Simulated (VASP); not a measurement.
Here is a VASP 6.6.1 calculation.

File INCAR:

```
ALGO = Normal
EDIFF = 1E-7
ENCUT = 520
ISIF = 2
ISMEAR = -1
LASPH = T
LCHARG = F
LEFG = T
LMIXTAU = T
LREAL = F
LWAVE = F
METAGGA = R2SCAN
NELM = 100
PREC = Accurate
SIGMA = 0.05
```

File KPOINTS:

```
k-points
0
Gamma
  14 14 14
```

POSCAR

```
In
1.0
   -1.6254700000      1.6254700000      2.4737000000
    1.6254700000     -1.6254700000      2.4737000000
    1.6254700000      1.6254700000     -2.4737000000
In
1
Direct
    0.0000000000      0.0000000000      0.0000000000
```

Potentials or basis: VASP PAW PBE potentials, release 64 (In_d).

Command:

```sh
$ cat potpaw_PBE.64/In_d/POTCAR > POTCAR
$ mpirun -np 1 vasp_std > vasp.out
```

Q: Estimate the band gap on the k mesh.

A: None (metal or under the smearing width).

Q: Estimate the pressure.

A: 0.2 GPa.

Stress tensor (GPa, compression positive):
```
-0.02  0.00  0.00
 0.00 -0.02  0.00
 0.00  0.00  0.53
```

Caveat: the PAW data sets were made with another functional, which shifts forces and pressure a little.
